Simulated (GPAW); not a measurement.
# NaCl (Fm-3m) in GPAW: convergence with smearing function

Aim: find how far smearing function must go before the results for NaCl settle, at RPBE. This setting moves, with any that are tied to it; all else stays.

All numbers are computed with GPAW 26.7.0; they aren't measurements. Logs are shortened: lines on timing, memory, paths and dates and some standing lists are left out, and cuts for length are marked. The log counts tension as positive stress, the text compression.

**1. Starting point**

It takes space group Fm-3m (No. 225, cubic). The conventional cell has a = 5.588 Å, b = 5.588 Å, c = 5.588 Å, α = 90.00°, β = 90.00°, γ = 90.00°. Cl (site symmetry m-3m) is surrounded by 6 Na at 2.79 Å. Around Na (site symmetry m-3m) lie 6 Cl at 2.79 Å.

The cell is a database's computed one.

**2. With smearing function fermi-dirac**

run.py reads:

```python
from ase.dft.bandgap import bandgap
from ase.io import read, write
from ase.units import GPa
from gpaw import GPAW, PW

atoms = read('POSCAR')

calc = GPAW(mode=PW(800),
            xc='RPBE',
            kpts={'size': (8, 8, 8), 'gamma': True},
            occupations={'name': 'fermi-dirac', 'width': 0.1},
            nbands=15,
            convergence={'density': 1e-05, 'energy': 1e-05},
            maxiter=100,
            txt='gpaw.txt')
atoms.calc = calc
energy = atoms.get_potential_energy()
forces = atoms.get_forces()
stress = atoms.get_stress()
calc.write('gs.gpw')
write('result.traj', atoms)
print(f'Energy: {energy:.6f} eV')
print('Forces (eV/A):')
print(forces.round(4))
print('Stress (GPa):', (stress / GPa).round(3))
print('Fermi level:', round(calc.get_fermi_level(), 4), 'eV')
print(f'Gap: {bandgap(calc)[0]:.4f} eV, direct: {bandgap(calc, direct=True)[0]:.4f} eV')
```

POSCAR reads:

```
NaCl
1.0
    0.0000000000      2.7940632177      2.7940632177
    2.7940632177      0.0000000000      2.7940632177
    2.7940632177      2.7940632177      0.0000000000
Cl Na
1 1
Direct
    0.5000000000      0.5000000000      0.5000000000
    0.0000000000      0.0000000000      0.0000000000
```

Potentials or basis: the program's PAW data sets (release 1.2.1) made for this functional, pw.

Launch:

```bash
$ OMP_NUM_THREADS=1 python run.py
```

Run time: 20 s. Hardware: 1 thread of Arm Neoverse V1, shared host; peak memory 0.17 GiB.

Results (log left out):

* Free energy: -6.4035 eV
* Pressure: 3.4 GPa
* Band gap on the k mesh: 5.55 eV, direct

**3. With smearing function gaussian**

Edit run.py of step 2 so:

```diff
@@ -10,3 +10,3 @@
             kpts={'size': (8, 8, 8), 'gamma': True},
-            occupations={'name': 'fermi-dirac', 'width': 0.1},
+            occupations={'name': 'methfessel-paxton', 'order': 0, 'width': 0.1},
             nbands=15,
```

POSCAR is that of step 2.

Potentials or basis: the program's PAW data sets (release 1.2.1) made for this functional, pw.

Launch:

```bash
$ OMP_NUM_THREADS=1 python run.py
```

Wall time 19 s (1 thread of Arm Neoverse V1, shared host); peak memory 0.17 GiB.

It converged, with:

| Quantity | Value |
| --- | --- |
| Free energy | -6.4035 eV |
| Pressure | 3.4 GPa |
| Band gap on the k mesh | 5.55 eV, direct |

**4. With smearing function marzari-vanderbilt**

Edit run.py of step 3 so:

```diff
@@ -10,3 +10,3 @@
             kpts={'size': (8, 8, 8), 'gamma': True},
-            occupations={'name': 'methfessel-paxton', 'order': 0, 'width': 0.1},
+            occupations={'name': 'marzari-vanderbilt', 'width': 0.1},
             nbands=15,
```

POSCAR is that of step 3.

Launch:

```bash
$ OMP_NUM_THREADS=1 python run.py
```

Run time: 19 s. Hardware: 1 thread of Arm Neoverse V1, shared host; peak memory 0.17 GiB.

The run converged. Its results:

| Property | Result |
| --- | --- |
| Free energy | -6.4035 eV |
| Pressure | 3.4 GPa |
| Band gap on the k mesh | 5.55 eV, direct |

**5. With smearing function methfessel-paxton**

Edit run.py of step 4 so:

```diff
@@ -10,3 +10,3 @@
             kpts={'size': (8, 8, 8), 'gamma': True},
-            occupations={'name': 'marzari-vanderbilt', 'width': 0.1},
+            occupations={'name': 'methfessel-paxton', 'width': 0.1, 'order': 1},
             nbands=15,
```

POSCAR is that of step 4.

Launch:

```bash
$ OMP_NUM_THREADS=1 python run.py
```

Wall time 19 s (1 thread of Arm Neoverse V1, shared host); peak memory 0.17 GiB.

It converged, with:

```
Free energy            : -6.4035 eV
Pressure               : 3.4 GPa
Band gap on the k mesh : 5.55 eV, direct
```

**6. With smearing function tetrahedron-method**

Edit run.py of step 5 so:

```diff
@@ -10,3 +10,3 @@
             kpts={'size': (8, 8, 8), 'gamma': True},
-            occupations={'name': 'methfessel-paxton', 'width': 0.1, 'order': 1},
+            occupations={'name': 'tetrahedron-method'},
             nbands=15,
```

POSCAR is that of step 5.

Potentials or basis: the program's PAW data sets (release 1.2.1) made for this functional, pw.

Launch:

```bash
$ OMP_NUM_THREADS=1 python run.py
```

It took 19 s on 1 thread of Arm Neoverse V1, shared host; peak memory 0.17 GiB.

The run converged. Its results:

| Item | Value |
| --- | --- |
| Free energy | -6.4035 eV |
| Pressure | 3.4 GPa |
| Band gap on the k mesh | 5.55 eV, direct |

**7. With smearing function improved-tetrahedron-method**

Edit run.py of step 6 so:

```diff
@@ -10,3 +10,3 @@
             kpts={'size': (8, 8, 8), 'gamma': True},
-            occupations={'name': 'tetrahedron-method'},
+            occupations={'name': 'improved-tetrahedron-method'},
             nbands=15,
```

POSCAR is that of step 6.

Launch:

```bash
$ OMP_NUM_THREADS=1 python run.py
```

It took 20 s on 1 thread of Arm Neoverse V1, shared host; peak memory 0.17 GiB.

The run converged. Its results:

| Quantity | Value |
| --- | --- |
| Free energy | -6.4035 eV |
| Pressure | 3.4 GPa |
| Band gap on the k mesh | 5.55 eV, direct |

**8. With smearing function fixed**

Edit run.py of step 7 so:

```diff
@@ -10,3 +10,3 @@
             kpts={'size': (8, 8, 8), 'gamma': True},
-            occupations={'name': 'improved-tetrahedron-method'},
+            occupations={'width': 0.0},
             nbands=15,
```

POSCAR is that of step 7.

Potentials or basis: the program's PAW data sets (release 1.2.1) made for this functional, pw.

Launch:

```bash
$ OMP_NUM_THREADS=1 python run.py
```

gpaw.txt:

```text
__  _  _
 | _ |_)|_||  |
 |__||  | ||/\| - 26.7.0

Input parameters:
  mode=PW(ecut=800.0),
  convergence={'density': 1e-05, 'energy': 1e-05},
  kpts=MonkhorstPack(size=(8, 8, 8), gamma=True),
  maxiter=100,
  nbands=15,
  occupations=Occupations(width=0.0),
  xc=XC(name='RPBE')

Diagonalizing LCAO Hamiltonian
Converting LCAO to pw mode

                Cl

       Na

Atoms  # Å, Bohr magnetons
|   | symbol |        x |        y |        z |    initial magnetic moments |
|---|--------|----------|----------|----------|-----------------------------|
| 0 |     Cl | 2.794063 | 2.794063 | 2.794063 | ( 0.0000,  0.0000,  0.0000) |
| 1 |     Na | 0.000000 | 0.000000 | 0.000000 | ( 0.0000,  0.0000,  0.0000) |

Unit cell  # Å
| periodic |        x |        y |        z |  lengths |    angles |
|----------|----------|----------|----------|----------|-----------|
|      yes | 0.000000 | 2.794063 | 2.794063 | 3.951402 | 60.000000 |
|      yes | 2.794063 | 0.000000 | 2.794063 | 3.951402 | 60.000000 |
|      yes | 2.794063 | 2.794063 | 0.000000 | 3.951402 | 60.000000 |

Number of symmetries: 48
Symmetry operations  # r_c * U_cc + t_c -> r_c
|    | kind |            matrix            |
|----|------|------------------------------|
|  0 |  σ   |  1, 0, 0,  1, 0,-1,  1,-1, 0 |
|  1 |  C2  |  1, 0, 0,  1,-1, 0,  1, 0,-1 |
|  2 |  E   |  1, 0, 0,  0, 1, 0,  0, 0, 1 |
|  3 |  σ   |  1, 0, 0,  0, 0, 1,  0, 1, 0 |
|  4 |  C4  |  1, 0,-1,  1, 0, 0,  1,-1, 0 |
|  5 |  S6  |  1, 0,-1,  1,-1, 0,  1, 0, 0 |
|  6 |  σ   |  1, 0,-1,  0, 1,-1,  0, 0,-1 |
|  7 |  C3  |  1, 0,-1,  0, 0,-1,  0, 1,-1 |
|  8 |  S6  |  1,-1, 0,  1, 0, 0,  1, 0,-1 |
|  9 |  C4  |  1,-1, 0,  1, 0,-1,  1, 0, 0 |
| 10 |  C3  |  1,-1, 0,  0,-1, 1,  0,-1, 0 |
| 11 |  σ   |  1,-1, 0,  0,-1, 0,  0,-1, 1 |
| 12 |  σ   |  0, 1, 0,  1, 0, 0,  0, 0, 1 |
| 13 |  C4  |  0, 1, 0,  0, 1,-1, -1, 1, 0 |
| 14 |  C3  |  0, 1, 0,  0, 0, 1,  1, 0, 0 |
| 15 |  S6  |  0, 1, 0, -1, 1, 0,  0, 1,-1 |
| 16 |  C2  |  0, 1,-1,  1, 0,-1,  0, 0,-1 |
| 17 |  σ   |  0, 1,-1,  0, 1, 0, -1, 1, 0 |
| 18 |  S4  |  0, 1,-1,  0, 0,-1,  1, 0,-1 |
| 19 |  C4  |  0, 1,-1, -1, 1, 0,  0, 1, 0 |
| 20 |  C3  |  0, 0, 1,  1, 0, 0,  0, 1, 0 |
| 21 |  σ   |  0, 0, 1,  0, 1, 0,  1, 0, 0 |
| 22 |  S6  |  0, 0, 1,  0,-1, 1, -1, 0, 1 |
| 23 |  C4  |  0, 0, 1, -1, 0, 1,  0,-1, 1 |
| 24 |  S4  |  0, 0,-1,  1, 0,-1,  0, 1,-1 |
| 25 |  C3  |  0, 0,-1,  0, 1,-1,  1, 0,-1 |
| 26 |  C2  |  0, 0,-1,  0,-1, 0, -1, 0, 0 |
| 27 |  S6  |  0, 0,-1, -1, 0, 0,  0,-1, 0 |
| 28 |  S4  |  0,-1, 1,  1,-1, 0,  0,-1, 0 |
| 29 |  C4  |  0,-1, 1,  0, 0, 1, -1, 0, 1 |
| 30 |  C2  |  0,-1, 1,  0,-1, 0,  1,-1, 0 |
| 31 |  σ   |  0,-1, 1, -1, 0, 1,  0, 0, 1 |
| 32 |  C3  |  0,-1, 0,  1,-1, 0,  0,-1, 1 |
| 33 |  S6  |  0,-1, 0,  0, 0,-1, -1, 0, 0 |
| 34 |  S4  |  0,-1, 0,  0,-1, 1,  1,-1, 0 |
| 35 |  C2  |  0,-1, 0, -1, 0, 0,  0, 0,-1 |
| 36 |  C2  | -1, 1, 0,  0, 1, 0,  0, 1,-1 |
| 37 |  S6  | -1, 1, 0,  0, 1,-1,  0, 1, 0 |
| 38 |  S4  | -1, 1, 0, -1, 0, 1, -1, 0, 0 |
| 39 |  C3  | -1, 1, 0, -1, 0, 0, -1, 0, 1 |
| 40 |  S6  | -1, 0, 1,  0, 0, 1,  0,-1, 1 |
| 41 |  C2  | -1, 0, 1,  0,-1, 1,  0, 0, 1 |
| 42 |  C3  | -1, 0, 1, -1, 1, 0, -1, 0, 0 |
| 43 |  S4  | -1, 0, 1, -1, 0, 0, -1, 1, 0 |
| 44 |  C2  | -1, 0, 0,  0, 0,-1,  0,-1, 0 |
| 45 |  i   | -1, 0, 0,  0,-1, 0,  0, 0,-1 |
| 46 |  σ   | -1, 0, 0, -1, 1, 0, -1, 0, 1 |
| 47 |  C2  | -1, 0, 0, -1, 0, 1, -1, 1, 0 |

BZ-sampling:
  Number of BZ points: 512
  Number of IBZ points: 29

  Monkhorst-Pack size: [8, 8, 8]
  Monkhorst-Pack shift: [0.0625, 0.0625, 0.0625]

K-points  # in reciprocal-cell coordinates
|     |                                coordinates |     weight |
|-----|--------------------------------------------|------------|
|   0 | (  0.00000000,   0.00000000,   0.00000000) | 0.00195312 |
|   1 | (  0.12500000,   0.12500000,   0.00000000) | 0.01171875 |
|   2 | (  0.12500000,   0.12500000,   0.12500000) | 0.01562500 |
|   3 | (  0.25000000,   0.12500000,   0.12500000) | 0.02343750 |
|   4 | (  0.25000000,   0.25000000,   0.00000000) | 0.01171875 |
|   5 | (  0.25000000,   0.25000000,   0.12500000) | 0.04687500 |
|   6 | (  0.25000000,   0.25000000,   0.25000000) | 0.01562500 |
|   7 | (  0.37500000,   0.25000000,  -0.37500000) | 0.04687500 |
|   8 | (  0.37500000,   0.25000000,   0.12500000) | 0.04687500 |
|   9 | (  0.37500000,   0.25000000,   0.25000000) | 0.04687500 |
| ... |                                            |            |
|  28 | (  0.50000000,   0.50000000,   0.50000000) | 0.00781250 |

Plane wave coefficients: 2272
Cutoff: 800.0 eV

Spin-components: 1 (collinear spins)
Bands:           15
Projectors:      10
Spin-degeneracy: 2
Datatype:        complex128

Parallelization:
  kpt:    1
  domain: 1
  band:   1

Density:
  Valence electrons: 14.0
  Components: 1
  Grid points: [27 27 27]
  Charge: 0.0  # |e|

Potential:
  Grid points: [27 27 27]

species:
  Cl:
    name:    Chlorine
    Z:       17.0
    valence: 7
    core:    10
    charge:  0.0  # [|e|]
    compensation charges:
      type: gauss
      rc: 0.25  # [Å]
      lmax: 2
    cutoffs:
      filter: 1.40  # [Å]
      core: 1.49  # [Å]
    projectors
    | kind |    occ | energy [eV] | rcut [Å] |
    |------|--------|-------------|----------|
    |   3s |  2.000 |     -20.687 |    0.794 |
    |   3p |  5.000 |      -8.572 |    0.794 |
    |    s |        |       6.524 |    0.794 |
    |    p |        |      18.639 |    0.794 |
    |    d |        |       0.000 |    0.794 |

    Using partial waves for Cl as LCAO basis

  Na:
    name:    Sodium
    Z:       11.0
    valence: 7
    core:    4
    charge:  0.0  # [|e|]
    compensation charges:
      type: gauss
      rc: 0.37  # [Å]
      lmax: 2
    cutoffs:
      filter: 2.17  # [Å]
      core: 2.59  # [Å]
    projectors
    | kind |    occ | energy [eV] | rcut [Å] |
    |------|--------|-------------|----------|
    |   3s |  1.000 |      -2.721 |    1.201 |
    |   2p |  6.000 |     -28.640 |    1.217 |
    |   3p |  0.000 |      -0.777 |    1.217 |
    |    s |        |      24.491 |    1.201 |
    |    d |        |       0.000 |    1.238 |

    Using partial waves for Na as LCAO basis

Reference energy: -16980.336880  # eV

eigensolver:
  PPCG
  Converge bands: occupied
  niter=2

density mixing:
  MSR1-Mixer
  Pratt-step length: 0.05
  Maximum mixing coefficient: 0.75
  Old densities: 10
  SVD Regularization: 0.005
  Good broyden scale: 1.0
  Trust region scale: 1.0
  Backstep threshold: 4.0
  History deletion threshold: 6.0
  Fourier metric: weight=20.0, sigma=0.015

occupation numbers:
  # Zero width

poisson solver:
  ecut: 6400.0  # eV

xc functional:
  name: RPBE with 2 nearest neighbor stencil

convergence criteria:
- Maximum integral of absolute [dens]ity change: 1e-05 electrons / valence electron
- Maximum [total energy] change in last 3 cyles: 1e-05 eV / valence electron
- Maximum integral of absolute [eigenst]ate change: 4e-08 eV^2 / valence electron
maximum number of iterations: 100

SCF iterations
|iter     | |      energy | eigst |  dens |
|---------|-|-------------|-------|-------|
|iter:   1| |   -6.435637 | -0.76 |       |
|iter:   2| |   -6.421092 | -3.00 | -1.32 |
|iter:   3| |   -6.388383 | -2.15 | -1.35 |
|iter:   4| |   -6.400262 | -3.65 | -1.82 |
|iter:   5| |   -6.403356 | -3.92 | -2.25 |
|iter:   6| |   -6.403437 | -5.30 | -3.21 |
|iter:   7| |   -6.403456c| -5.83 | -3.57 |
|iter:   8| |   -6.403456c| -7.70c| -4.73 |
|iter:   9| |   -6.403456c| -7.73c| -5.12c|

Converged in 9 steps
Energy contributions relative to reference atoms: (reference = -16980.336880)

Energy contributions:
  Kinetic:          10.722660
  Coulomb:         -10.172312
  Zero:              0.041414
  External:          0.000000
  Xc:               -6.995218
  Entropy:           0.000000
  Spinorbit:         0.000000
  ----------------------------
  Free energy:      -6.403456
  Extrapolated:     -6.403456

dipole moment: (-5.181392, -5.181392, -5.181392)  # |e|*Ang

Fermi level: 2.543
Eigenvalues  # (at kpt = [0.000, 0.000, 0.000])
| band index |      eig [eV] | occ [0-2] |
|------------|---------------|-----------|
|          0 |       -21.008 |     2.000 |
|          1 |       -21.008 |     2.000 |
|          2 |       -21.008 |     2.000 |
|          3 |       -12.946 |     2.000 |
|          4 |        -0.233 |     2.000 |
|          5 |        -0.233 |     2.000 |
|          6 |        -0.233 |     2.000 |
|          7 |         5.319 |     0.000 |
|          8 |        11.014 |     0.000 |
|          9 |        11.014 |     0.000 |
|         10 |        11.014 |     0.000 |
|         11 |        13.046 |     0.000 |
|         12 |        13.046 |     0.000 |
|         13 |        15.159 |     0.000 |
|         14 |        17.613 |     0.000 |

Gap: 5.551 eV
Transition (v -> c):
  (s=0, k=0, n=6, [0.00, 0.00, 0.00]) -> (s=0, k=0, n=7, [0.00, 0.00, 0.00])
No difference between direct/indirect transitions

Forces  # eV/Ang
|        x |       y |       z |
|----------|---------|---------|
| -0.00000 | 0.00000 | 0.00000 |  # Cl   0
|  0.00000 | 0.00000 | 0.00000 |  # Na   1

Stress tensor  # eV/Ang^3
|         x |         y |         z |
|-----------|-----------|-----------|
| -0.021451 | -0.000000 |  0.000000 |
| -0.000000 | -0.021451 | -0.000000 |
|  0.000000 | -0.000000 | -0.021451 |

# Writing to gs.gpw (mode='')
```

Wall time 22 s (1 thread of Arm Neoverse V1, shared host); peak memory 0.17 GiB.

Results:

* Free energy: -6.4035 eV
* Pressure: 3.4 GPa
* Band gap on the k mesh: 5.55 eV, direct

**9. Result**

```csv
smearing function,"energy less the tightest run, at zero smearing (meV/atom)",SCF cycles,CPU time (s),peak memory (GiB)
fermi-dirac,0.00,9,20,0.17
gaussian,0.00,9,19,0.17
marzari-vanderbilt,0.00,9,19,0.17
methfessel-paxton,0.00,9,19,0.17
tetrahedron-method,0.00,9,19,0.17
improved-tetrahedron-method,0.00,9,20,0.17
fixed,0.00,9,22,0.17
```

Against the tightest run, the energy stays within 1 meV/atom from fermi-dirac on. The tightest run that finished is the yardstick and may itself not be fully converged.
